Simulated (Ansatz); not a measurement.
# Ge (I4_1/amd) in Ansatz: relaxation of cell and atoms with PBEsol

Aim: the relaxation of cell and atoms of Ge with PBEsol.

Program: Ansatz 0.2.0. These are calculated values, not measurements. Logs are shortened: lines on timing, memory, paths and dates and some standing lists are left out, and cuts for length are marked.

### Step 1. The undisturbed crystal

Symmetry: I4_1/amd, No. 141, tetragonal system. Conventional cell: a = 5.149 Å, b = 5.149 Å, c = 2.795 Å, α = 90.00°, β = 90.00°, γ = 90.00°. Around Ge (site symmetry -4m2) lie 6 Ge at 2.67 to 2.79 Å.

This isn't the form of Ge at room conditions, which is diamond.

### Step 2. Relaxation of cell and atoms, PBEsol, collinear spin, ferromagnetic start (cell stretched)

The input, input.yaml:

```yaml
crystal:
  lattice:
    - [-2.7732849799, 2.7732849799, 1.5053171374]
    - [2.7732849799, -2.7732849799, 1.5053171374]
    - [2.7732849799, 2.7732849799, -1.5053171374]
  atoms:
    - { symbol: Ge, position_ang: [0.0, 0.0, 1.5053171374], spin: 0.5 }
    - { symbol: Ge, position_ang: [2.7732849799, 0.0, 0.7526585687], spin: 0.5 }
kpoints:
  mp_grid: { grid: [14, 14, 14], shift: [0.5, 0.5, 0.5] }
scf:
  occupations: { method: gaussian, width: 0.1 }
hamiltonian:
  xc: pbesol
  pseudopotentials: { kind: all_electron, datasets: crystal }
magnetization:
  spin_polarized: true
output:
  forces: true
  stress: true
relax:
  f_tol: 0.01
  max_steps: 60
  cell: {}
basis:
  xc_grid: 3
```

Potentials or basis: all-electron PAW datasets made for the crystal.

Command:

```sh
ansatz run input.yaml --threads 1 --pin off --max-ram 3072MiB --backend cpu --events-out ev --progress --plain --runs-dir out
```

Standard output:

```text
Warning: RAYON_NUM_THREADS=1 ignored (pool sized by the plan → 1); use --threads N
The last accepted step is kept in <dir> (removed where the run ends without a failure and the disk answers)
hamiltonian.pseudopotentials.datasets: crystal makes datasets for this crystal and solves the spheres of its atoms anew in each pass: cutoff 260.0 eV, the density's 1040.0 eV; for an error of 0.50 meV an atom under PBE, 1.0 meV for the cell; an energy difference from a run of another recipe may be off by several times the error for the cell, under r2SCAN by more, where some 0.1 meV an atom stays at smaller errors; Ge in spheres of 1.376 Å, 14 of its electrons in bands
band count auto-derived: 20 (N_el = 28.0; filled up to band 14; 19 by the electrons, moments and atoms)
Engine: ansatz 0.2.0, x86_64-unknown-linux-gnu
Pseudopotentials: kind: all_electron
Pseudopotential: Ge, paw, valence charge 14, recommended cutoff 260 eV (normal), crystal/all_electron/pbesol/scalar/gaussian/Ge, Koelling and Harmon's equation, gaussian nucleus
Functional definition: PBEsol
  exchange = pbesol_x
  correlation = pbesol_c
a search for the magnetic state begins, with frozen cores and fixed partial waves. It gives no result and prints no iterations
the search for the magnetic state of this step took 13 SCF iterations with frozen cores. It stayed in its first state, in which the spheres begin
Crystal: 2 atoms, lattice volume = 46.310 Å³
Basis set: ecut = 260 eV, 435 PW (Γ), exchange–correlation on 72×72×72 points (27 copies of the dense FFT grid, shifted against one another)
Bands: 20, of which v1, the nominal top of the filled ones, is band 14 counted from 1 (13 counted from 0)
Symmetry: 16 space group operations
Space group: I41/amd (ITA 141), of the structure as read, at distance tolerance 3.6e-5 Å
Magnetic group: BNS 141.551 (UNI 1211), of the structure as read, at distance tolerance 3.6e-5 Å
k-points: 240 of 2744
Non-local potential: Ge, projectors of the file, l = 0: 1, l = 1: 1, l = 2: 2
PAW form: soft (Blöchl's): semilocal exchange-correlation on the pseudo side does not see the compensation charge
PAW one-centre angular grid: Ge, 590 points (default); XC on its mesh's 1911 points in the sphere
Initial density: read from a saved state, or passed on in memory by an earlier SCF of this step, an earlier step, the calling program or the single point that the run made first
Starting moments: Σ|m| = 1 μB on 2 of 2 sites; this step starts from the density that it was given
Initial wavefunctions: pseudopotential atomic-orbital guess
Functional: x = pbesol(κ = 0.804, μ = 0.12345679012345678), c = pbesol(β = 0.046)
iter 1 solved again at ethr=5.84e-6 eV; its pass at ethr=1.00e-1 eV (dr2=1.64e-3 eV) is discarded
SCF iter   1: F=—  HF=-114148.955678 eV  |F-HF|=—  |Δ(HF+E_count)|=         —  Δρ=1.96e-3 (↑1.96e-3 ↓1.96e-3)  dr2=1.35e-3  dr2_m=8.36e-12  M=-0.000 μB ∫|m|=0.000 μB  β_m=0.30  ethr=5.84e-6  ⟨swp⟩=6.3  Hψ=63650  notcnv=0
preconditioner: auto → Kerker (q_TF=auto, 2.509 Å⁻¹)  [metal: Δε(μ)=0.018 eV  Ē_g=24.386 eV  σ=0.100 eV  W_gap=0.10  n_scr=16 (ndim 8)  ℏωp=28.9 eV  f_vac=0.000  D(μ)=1.07/eV (n_scr^D=4)]
spin=Collinear: Kerker preconditioning applied to the charge; magnetization (m = ρ↑ − ρ↓) channel mixes plain (no charge-response kernel on spin).
SCF iter   2: F=—  HF=-114148.948509 eV  |F-HF|=—  |Δ(HF+E_count)|=   7.17e-3  Δρ=1.51e-3 (↑1.51e-3 ↓1.51e-3)  dr2=9.72e-4  dr2_m=4.69e-12  M=-0.000 μB ∫|m|=0.000 μB  β_m=0.49  ethr=4.81e-6  ⟨swp⟩=3.0  Hψ=19170  notcnv=0  defer=4
SCF iter   3: F=—  HF=-114148.943298 eV  |F-HF|=—  |Δ(HF+E_count)|=   5.21e-3  Δρ=6.71e-4 (↑6.71e-4 ↓6.71e-4)  dr2=3.92e-4  dr2_m=7.36e-13  M=-0.000 μB ∫|m|=0.000 μB  β_m=0.74  ethr=3.47e-6  ⟨swp⟩=3.0  Hψ=18406  notcnv=0  defer=2
SCF iter   4: F=—  HF=-114148.943651 eV  |F-HF|=—  |Δ(HF+E_count)|=   3.52e-4  Δρ=1.87e-4 (↑1.87e-4 ↓1.87e-4)  dr2=6.52e-5  dr2_m=1.71e-14  M=0.000 μB ∫|m|=0.000 μB  β_m=0.74  ethr=1.40e-6  ⟨swp⟩=3.0  Hψ=23026  notcnv=0  defer=6
SCF iter   5: F=—  HF=-114148.943553 eV  |F-HF|=—  |Δ(HF+E_count)|=   9.79e-5  Δρ=7.52e-5 (↑7.52e-5 ↓7.52e-5)  dr2=1.20e-5  dr2_m=1.59e-15  M=0.000 μB ∫|m|=0.000 μB  β_m=0.87  ethr=2.33e-7  ⟨swp⟩=3.0  Hψ=21876  notcnv=0  defer=4
iter 6 solved again at ethr=2.77e-9 eV; its pass at ethr=4.29e-8 eV (dr2=7.75e-7 eV) is discarded
SCF iter   6: F=—  HF=-114148.943527 eV  |F-HF|=—  |Δ(HF+E_count)|=   2.54e-5  Δρ=1.70e-5 (↑1.70e-5 ↓1.70e-5)  dr2=7.56e-7  dr2_m=9.18e-17  M=0.000 μB ∫|m|=0.000 μB  β_m=0.90  ethr=2.77e-9  ⟨swp⟩=2.0  Hψ=34842  notcnv=0  defer=2
SCF iter   7: F=—  HF=-114148.943526 eV  |F-HF|=—  |Δ(HF+E_count)|=   1.57e-6  Δρ=4.53e-6 (↑4.53e-6 ↓4.53e-6)  dr2=5.99e-8  dr2_m=2.81e-17  M=0.000 μB ∫|m|=0.000 μB  β_m=0.95  ethr=2.70e-9  ⟨swp⟩=3.0  Hψ=23194  notcnv=0  defer=2
SCF iter   8: F=-114148.943526 eV  HF=-114148.943526 eV  |F-HF|=3.20e-10  |Δ(HF+E_count)|=   8.12e-8  Δρ=1.16e-6 (↑1.16e-6 ↓1.16e-6)  dr2=3.02e-9  dr2_m=2.19e-18  M=-0.000 μB ∫|m|=0.000 μB  ethr=2.14e-10  ⟨swp⟩=3.0  Hψ=23214  notcnv=0
SCF 1 converged in 8 iterations: F = -114148.943527 eV  dr2 = 3.02e-9
Stability of the state it starts from, as read at its close in the collinear treatment: not read negative (Ritz values of 1 − χ₀K, real part plus size of imaginary part, from 0.68 to 0.91, by its mixing steps under the symmetry group of the SCF that read it); its run was given moments
iter 1 solved again at ethr=1.17e-11 eV; its pass at ethr=1.00e-1 eV (dr2=8.74e-5 eV) is discarded
SCF iter   1: F=—  HF=-114148.943525 eV  |F-HF|=—  |Δ(HF+E_count)|=         —  Δρ=1.33e-6 (↑1.33e-6 ↓1.33e-6)  dr2=3.11e-9  dr2_m=2.31e-18  M=-0.000 μB ∫|m|=0.000 μB  β_m=0.30  ethr=1.17e-11  ⟨swp⟩=7.0  Hψ=134147  notcnv=0
preconditioner: auto → Kerker (q_TF=auto, 2.509 Å⁻¹)  [metal: Δε(μ)=0.015 eV  Ē_g=24.398 eV  σ=0.100 eV  W_gap=0.08  n_scr=16 (ndim 8)  ℏωp=28.9 eV  f_vac=0.000  D(μ)=1.09/eV (n_scr^D=4)]
spin=Collinear: Kerker preconditioning applied to the charge; magnetization (m = ρ↑ − ρ↓) channel mixes plain (no charge-response kernel on spin).
SCF iter   2: F=-114148.943525 eV  HF=-114148.943525 eV  |F-HF|=1.46e-11  |Δ(HF+E_count)|=  1.46e-10  Δρ=1.07e-6 (↑1.07e-6 ↓1.07e-6)  dr2=2.19e-9  dr2_m=1.38e-18  M=-0.000 μB ∫|m|=0.000 μB  ethr=1.11e-11  ⟨swp⟩=2.0  Hψ=16394  notcnv=0
WARN: the starting moments were not kept: the SCF closed with an absolute magnetisation of 1.3e-9 μB, where they sum to 1 μB in size (2 sites). That is at most 0.1 of that sum. Measured as dr2_m measures the in/out step, that magnetisation stands 1.8e-19 eV from none, at or under the dr2_threshold of 6.2e-8 eV: it is no larger than a step whose dr2_m would equal this threshold. The system may hold no moment; this SCF shows only that its start led to no more than that. This SCF took its magnetisation from a saved state (the deck's checkpoint.read, a session's seed or a resume), or from the single point or search that the run made first, and not from the starting moments. Where the run's atoms have moved since that state, how it is taken is a key of its own (checkpoint.density_extrapolation: follow_atoms, where typed, takes the whole of its magnetisation to them with its atoms, but for some exceptions; the density_extrapolation keyword of a session's seed is the same key). To be rid of a resumed run's state, run its deck in a fresh run directory. To be rid of the state of a single point that the run made first, give starting moments in the input or, where a deck that gives them still makes one, type scf.lower_state_search: off. To try another start, run it without that state.
SCF 2 converged in 2 iterations: F = -114148.943527 eV  dr2 = 2.19e-9
[... 93 lines left out ...]
SCF 7 converged in 4 iterations: F = -114149.347962 eV  dr2 = 1.04e-8
  Residual-converged pass: ⟨swp⟩=2.0  Hψ=15142  notcnv=0  max |occ|·‖R‖ = 5.2e-6 eV (tolerance 5.3e-6 eV)  dr2=1.04e-8  dr2_m=6.02e-12  dr2_onsite=2.63e-8  max |Δocc| = 3.9e-11
relax step   6: F+E_penalty+E_count = -114149.34796171 eV  Δ(F+E_penalty+E_count) = -3.224e-5 eV  max|allowed force component| = 2.168e-18 eV/Å  Δτ_max = 0.0000 Å  P = -0.012 GPa  Ω = 36.791 Å³  energy of the carried Pulay correction = +1.724e-4 eV  (4 SCF iters, accepted)
Initial wavefunctions: pseudopotential atomic-orbital guess (no wavefunctions were taken with the density)
iter 1 solved again at ethr=7.56e-11 eV; its pass at ethr=1.00e-1 eV (dr2=1.95e-4 eV) is discarded
SCF iter   1: F=—  HF=-114149.347878 eV  |F-HF|=—  |Δ(HF+E_count)|=         —  Δρ=9.68e-6 (↑9.63e-6 ↓9.68e-6)  dr2=2.11e-8  dr2_m=5.64e-12  M=0.000 μB ∫|m|=0.000 μB  β_m=0.30  ethr=7.56e-11  ⟨swp⟩=6.3  Hψ=126862  notcnv=0
preconditioner: auto → Kerker (q_TF=auto, 2.607 Å⁻¹)  [metal: Δε(μ)=0.040 eV  Ē_g=25.498 eV  σ=0.100 eV  W_gap=0.21  n_scr=16 (ndim 8)  ℏωp=32.4 eV  f_vac=0.000  D(μ)=0.71/eV (n_scr^D=4)]
spin=Collinear: Kerker preconditioning applied to the charge; magnetization (m = ρ↑ − ρ↓) channel mixes plain (no charge-response kernel on spin).
SCF iter   2: F=—  HF=-114149.347878 eV  |F-HF|=—  |Δ(HF+E_count)|=   2.41e-8  Δρ=7.02e-6 (↑6.97e-6 ↓7.02e-6)  dr2=1.24e-8  dr2_m=3.31e-12  M=0.000 μB ∫|m|=0.000 μB  β_m=0.65  ethr=7.54e-11  ⟨swp⟩=2.0  Hψ=16370  notcnv=0
iter 3 solved again at ethr=1.77e-12 eV; its pass at ethr=4.43e-11 eV (dr2=4.97e-10 eV) is discarded
SCF iter   3: F=-114149.347878 eV  HF=-114149.347878 eV  |F-HF|=1.16e-10  |Δ(HF+E_count)|=   2.57e-8  Δρ=6.03e-7 (↑5.89e-7 ↓6.03e-7)  dr2=5.01e-10  dr2_m=8.15e-14  M=0.000 μB ∫|m|=0.000 μB  ethr=1.77e-12  ⟨swp⟩=2.0  Hψ=32773  notcnv=0  defer=2
the starting moments were not kept: the SCF closed with an absolute magnetisation of 2.7e-7 μB, where they sum to 1 μB in size (2 sites). That is at most 0.1 of that sum. Measured as dr2_m measures the in/out step, that magnetisation stands 9.2e-15 eV from none, at or under the dr2_threshold of 6.2e-8 eV: it is no larger than a step whose dr2_m would equal this threshold.
SCF 8 converged in 3 iterations: F = -114149.347878 eV  dr2 = 5.01e-10
relax step   7: F+E_penalty+E_count = -114149.34787824 eV  Δ(F+E_penalty+E_count) = +8.347e-5 eV  max|allowed force component| = 1.735e-18 eV/Å  Δτ_max = 0.0000 Å  P = -0.015 GPa  Ω = 36.791 Å³  stress off target by 4.13e-2 GPa  SCF on the basis re-selected at this cell (its energy is not comparable with the rows above)  (3 SCF iters)
basis re-selected at this cell: Δ(F+E_penalty+E_count) = +8.347e-5 eV, ΔP = -0.003 GPa vs the last step (what re-selecting the basis moved, of the pressure what is left beyond the Pulay correction that the steps carried, after the strain that the cell walked since its last selection, with what the two solves' SCF thresholds leave and, on support functions, any second-order correction that the steps lacked; it is no measure of the basis error at this ecutwfc). This SCF's stress stands 4.13e-2 GPa from its target on what of the cell is left free (relax.cell.stress_tol is 5.00e-2 GPa) and its largest allowed force component is 1.73e-18 eV/Å (relax.f_tol is 1.00e-2 eV/Å): within both
SCF converged after 3 iterations
Magnetization: 0.0000 μB (14.0000 up, 14.0000 down)
Absolute magnetization: 0.0000 μB (∫|ρ↑−ρ↓|)
Spin contamination: 0.1248 ħ² per cell (⟨S²⟩ above its minimum at these occupations)
Per-site moments (μB) at R_I (Å): [(2.65115441877488e-9, 1.091122295231498), (2.6511543612282365e-9, 1.091122295231498)]
Free energy (F): -114149.347878 eV
Harris-Foulkes:  -114149.347878 eV  (|F-HF|=1.16e-10)
Internal energy: -114149.344330 eV  (E = F + TS)
E sigma→0 (E₀):  -114149.346104 eV
Entropy (-TS):   -0.003548 eV (-1.774 meV/atom)
Past the cutoff: the bands carry plane waves up to 1.75 times it, of which those up to 1.5 times it add -0.000501 eV an atom, each by itself; the spheres take 0.000168 eV an atom off the energy for waves past 1.75 times it
By the cutoff:   a pressure is off by up to 0.006 GPa (1.2 times the spheres' own share and the shells' term, over an atom's volume, and 0.004 GPa: a bound that held against runs at twice the plane waves)
Past the cutoffs: a stress includes 0.0030 GPa for waves and charges beyond them, in addition to the slope of what the spheres take
In the spheres:  the bands' charges fall short by 8.7e-8 e at most (sound up to 1e-3)
Fermi energy:    12.853530 eV
--- Per-component energies (eV) ---
  E_band       = -174.174198
  E_kinetic    = 134.989687
  E_local      = -1801.513752  (includes V_loc(G=0)·N_el)
  E_nonlocal   = -1624.097104
  E_hartree    = 952.000455
  E_xc         = -91.930950
  E_vxc        = -118.939895  (∫ρ·V_xc dr)
  E_paw        = -118719.795438  (= ΣΔE_a)
  E_vpaw       = -8725.283605  (= ΣTr[D̂ρ^β])
  E_ewald      = -3055.666845
  E_smearing   = -0.003548  (= −TS)
  E_closure    = 10056.669617  (closes the sum)
  Σ components = -114149.347878   (vs F -114149.347878, Δ=0.00e0)
  The terms above E_closure are by the made datasets' own strengths, without shells solved beside the bands.
--- Forces (eV/Å), atoms counted from 1 ---
  atom   1  Ge    -0.00000000     0.00000000     0.00000000
  atom   2  Ge    -0.00000000     0.00000000     0.00000000
  max |Σ_I F_I| component: 1.04e-17 eV/Å
--- Stress (GPa, compression-positive) ---
       -0.001564       0.000000      -0.000000
        0.000000      -0.001564      -0.000000
        0.000000       0.000000      -0.041289
  P = ⅓ Tr σ = -0.0148 GPa (-0.148 kbar)
--- Relaxed structure (6 steps of the walk, 6 accepted, 1 SCFs on fresh bases) ---
  F+E_penalty+E_count = -114149.34787824 eV   max|allowed force component| = 1.735e-18 eV/Å   (the final SCF, on the basis selected at the relaxed cell)
  cell:  # Å, volume = 36.7905 Å³
    - [-2.5486333329691475, 2.5486333329691475, 1.4159943271581052]
    - [2.5486333329691475, -2.5486333329691475, 1.4159943271581052]
    - [2.5486333329691475, 2.5486333329691475, -1.4159943271581052]
  atoms:
    - { symbol: Ge, position: [0.49999999999999994, 0.49999999999999994, -4.3175369807355427e-35] }
    - { symbol: Ge, position: [0.24999999999999992, 0.75, 0.5000000000000001] }
```

Wall time 4.3 min (1 thread of Intel Xeon Platinum 8375C at 2.90GHz (Ice Lake), shared host); peak memory 0.97 GiB.

What came out:

- Free energy: -114149.3479 eV
- Relaxed volume: 18.40 Å³/atom
- Relaxed cell: a = 3.872 Å, b = 3.872 Å, c = 3.872 Å, α = 97.68°, β = 97.68°, γ = 137.10°
- Space group after relaxing (to 0.05 Å): I4_1/amd (No. 141)
- Energy gained by relaxing: 202.2 meV/atom
- Ionic steps: 7
- Pressure after relaxing: 0.0 GPa
- Net moment: 0.00 μB per cell
- Absolute moment: 0.00 μB per cell

Step by step:
```
step  energy change (eV)  largest force (eV/Å)  volume (Å³)
   1              0.0000                0.0000        46.31
   2             -0.3393                0.0000        40.04
   3             -0.3796                0.0000        34.94
   4             -0.4038                0.0000        37.05
   5             -0.4044                0.0000        36.78
   6             -0.4044                0.0000        36.79
   7             -0.4044                0.0000        36.79
```

Final structure:
```
Ge
1.0
    -2.54863    2.54863    1.41599
     2.54863   -2.54863    1.41599
     2.54863    2.54863   -1.41599
Ge
2
Direct
  0.50000 0.50000 0.00000
  0.25000 0.75000 0.50000
```

Caveat: the program listed the state as in doubt; the starting moments weren't kept.
